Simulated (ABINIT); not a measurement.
Wanted: the native input for an ABINIT 10.8.3 (patched build) run.

| Quantity | Value |
| --- | --- |
| Task | band structure |
| Functional | BP86 |
| Potentials or basis | JTH PAW PBE v2.0 |
| Cutoff | 626 eV |
| k mesh | 9 × 9 × 9 |
| Occupations | fermi-dirac, width 0.05 eV |
| Spin | spin-orbit coupling, no magnetisation |
| Fine-grid cutoff | 1224.51 eV |
| Exchange and correlation inside the PAW spheres | full angular mesh (pawxcdev 0, this build's default; the released program takes 1) |

Crystal: SrO.

```
CELL_PARAMETERS angstrom
0.00000 2.56630 2.56630
2.56630 0.00000 2.56630
2.56630 2.56630 0.00000
ATOMIC_POSITIONS crystal
Sr 0.50000 0.50000 0.50000
O 0.00000 0.00000 0.00000
```

One way to write it, as run:

run.abi

```
ndtset 2

pp_dirpath "./"
pseudos "Sr.GGA_PBE-JTH.xml, O.GGA_PBE-JTH.xml"

acell 3*1.0 Angstrom
rprim
     0.0000000000     2.5663000000     2.5663000000
     2.5663000000     0.0000000000     2.5663000000
     2.5663000000     2.5663000000     0.0000000000
ntypat 2
znucl 38 8
natom 2
typat 1 2
xcart
     2.5663000000     2.5663000000     2.5663000000
     0.0000000000     0.0000000000     0.0000000000 Angstrom

ecut 23.0
pawecutdg 45.0

ixc -106132

occopt 3
tsmear 0.05 eV

nspinor 2
nspden 1
pawspnorb 1

nstep 100

iomode 3
prtwf 0
prteig 0
prtebands 0
prtden1 1

kptopt1 4
ngkpt1 9 9 9
nshiftk1 1
shiftk1 0.0 0.0 0.0
nband1 24
tolvrs1 1.0e-9

iscf2 -2
getden2 1
nband2 36
nbdbuf2 8
tolwfr2 1.0e-11
kptopt2 -9
ndivsm2 5
prteig2 1
kptbounds2
     0.0000000000     0.0000000000     0.0000000000
     0.5000000000     0.0000000000     0.5000000000
     0.5000000000     0.2500000000     0.7500000000
     0.3750000000     0.3750000000     0.7500000000
     0.0000000000     0.0000000000     0.0000000000
     0.5000000000     0.5000000000     0.5000000000
     0.6250000000     0.2500000000     0.6250000000
     0.5000000000     0.2500000000     0.7500000000
     0.5000000000     0.5000000000     0.5000000000
     0.3750000000     0.3750000000     0.7500000000
```

Potentials or basis: JTH PAW PBE v2.0.

Launch:

```sh
$ abinit run.abi > log 2>&1
```

It gave:

| Item | Value |
| --- | --- |
| Pressure | 2.7 GPa |
| Band gap on the k mesh | 3.37 eV, indirect (least direct gap 3.43 eV) |
| Band gap along the path | 3.31 eV, indirect (least direct gap 3.37 eV) |
| Valence electrons inside the program's atomic spheres | Sr 7.35; O 4.52 |

Caveat: the PAW data sets were made with another functional, which shifts forces and pressure a little.

Run time: 3.1 min on 1 thread of Arm Neoverse V1, on a shared host, peak memory 0.21 GiB.
